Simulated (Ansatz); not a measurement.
Input and command of a plane-wave DFT calculation in Ansatz:

```yaml
crystal:
  lattice:
    - [3.11148, 0.0, 0.0]
    - [0.0, 3.11148, 0.0]
    - [0.0, 0.0, 3.11148]
  atoms:
    - { symbol: Al, position: [0.0, 0.0, 0.0] }
    - { symbol: Ni, position: [0.5, 0.5, 0.5] }
basis:
  ecutwfc: 420
kpoints:
  mp_grid: { grid: [16, 16, 16] }
hamiltonian:
  xc: pbe
scf:
  occupations: { method: gaussian, width: 0.15 }
output:
  forces: true
  stress: true
  eigenvalues: true
```

```bash
ansatz run input.yaml --threads 1 --pin off --max-ram 2560MiB --backend cpu --events-out ev --progress --plain --runs-dir out
```

Processor: Intel(R) Xeon(R) Processor @ 2.50GHz (Skylake/Cascade Lake), 1 thread, on a host shared with other jobs.

Q: Estimate time, memory and problem size.

A: About 8.1 s on 1 thread of Intel(R) Xeon(R) Processor @ 2.50GHz (Skylake/Cascade Lake), with other jobs on the host, peak memory 0.37 GiB. It solves 15 bands at 165 k points (the mesh reduced by the symmetry that the task leaves, which can be less than the crystal's) with about 619 plane waves, in 6 SCF iterations.
